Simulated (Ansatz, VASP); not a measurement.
**One calculation of GaSb, two programs**

INCAR

```
SYSTEM = GaSb
ALGO     = Normal         ! electronic algorithm
EDIFF    = 1E-6           ! SCF threshold, eV
ENCUT    = 520            ! plane-wave cutoff, eV
GGA      = PE             ! functional
ISIF     = 2              ! what is computed and relaxed
ISMEAR   = 0              ! smearing method
LASPH    = .True.         ! aspherical terms in the spheres
LCHARG   = .False.        ! write CHGCAR
LREAL    = .False.        ! projectors in reciprocal space
LWAVE    = .False.        ! write WAVECAR
NBANDS   = 16             ! bands
NELM     = 100            ! most SCF steps
PREC     = Accurate       ! precision mode
SIGMA    = 0.15           ! smearing width, eV
```

Contents of KPOINTS:

```
k-points
0
Gamma
  16 16 16
  0 0 0
```

Contents of POSCAR:

```
GaSb
1.0
   -2.7657340133      2.7657340133      1.5810862174
    2.7657340133     -2.7657340133      1.5810862174
    2.7657340133      2.7657340133     -1.5810862174
Ga Sb
1 1
Direct
    0.2500000000      0.7500000000      0.5000000000
    0.0000000000      0.0000000000      0.0000000000
```

Input for Ansatz:

```yaml
crystal:
  lattice:
    - [-2.7657340133, 2.7657340133, 1.5810862174]
    - [2.7657340133, -2.7657340133, 1.5810862174]
    - [2.7657340133, 2.7657340133, -1.5810862174]
  atoms:
    - { symbol: Ga, position: [0.25, 0.75, 0.5] }
    - { symbol: Sb, position: [0.0, 0.0, 0.0] }
basis:
  ecutwfc: 420
kpoints:
  mp_grid: { grid: [16, 16, 16] }
hamiltonian:
  xc: pbe
scf:
  occupations: { method: gaussian, width: 0.15 }
output:
  forces: true
  stress: true
  eigenvalues: true
  write_density: true
  write_potential: true
  elf: true
  volumetric_format: npy
```

Measurements of this composition are mostly on another form, of space group No. 216.

Alike in both runs: task single point; functional PBE; k mesh 16 × 16 × 16; occupations gaussian, width 0.15 eV; no spin polarisation.

```csv
,VASP,Ansatz
version,VASP 6.6.1,Ansatz 0.2.0
potentials or method,"VASP PAW PBE potentials, release 64 (Ga_d, Sb)","scalar-relativistic, plane waves, PAW"
plane-wave cutoff (eV),520,420
valence electrons in the cell,18,28
```

```tsv
	VASP	Ansatz	Ansatz less VASP
gap on the k mesh at the Fermi level (eV)	none	none	-
pressure (GPa)	0.0	0.0	-0.01
```

A gap of «none» marks a metal or a gap that the smearing closes. The two sets of potentials don't hold the same shells in valence.

The runs have no spin-orbit coupling, so splittings on Sb are missing.
